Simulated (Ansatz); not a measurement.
Crystal: Mo.

```xyz
1
Lattice="-1.5838 1.5838 1.5838 1.5838 -1.5838 1.5838 1.5838 1.5838 -1.5838" Properties=species:S:1:pos:R:3 pbc="T T T"
Mo    0.0000    0.0000    0.0000
```

- Program: Ansatz 0.2.0
- Task: relaxation of cell and atoms
- Functional: RPBE
- Dispersion: D3(BJ)
- Potentials or basis: all-electron LAPW, scalar-relativistic
- Basis error allowed: 0.001 eV/atom
- k mesh: 12 × 12 × 12
- Occupations: fermi-dirac, width 0.05 eV
- Spin: no spin polarisation

At the start: volume 15.89 Å³/atom.

Problem. How do energy, volume and symmetry change on relaxing?

Solution. Over 5 steps the energy falls by 359.3 meV/atom and the volume is 13.60 Å³/atom (-14.5 %); space group Im-3m (No. 229, to 0.05 Å).

Step by step:
```
step  energy change (eV)  largest force (eV/Å)  volume (Å³)
   1              0.0000                0.0000        15.89
   2             -0.3587                0.0000        13.68
   3             -0.3593                0.0000        13.57
   4             -0.3593                0.0000        13.60
   5             -0.3593                0.0000        13.60
```

Final structure:
```yaml
crystal:
  lattice:
    - [-1.50351, 1.50351, 1.50351]
    - [1.50351, -1.50351, 1.50351]
    - [1.50351, 1.50351, -1.50351]
  atoms:
    - { symbol: Mo, position: [0.00000, 0.00000, 0.00000] }
```
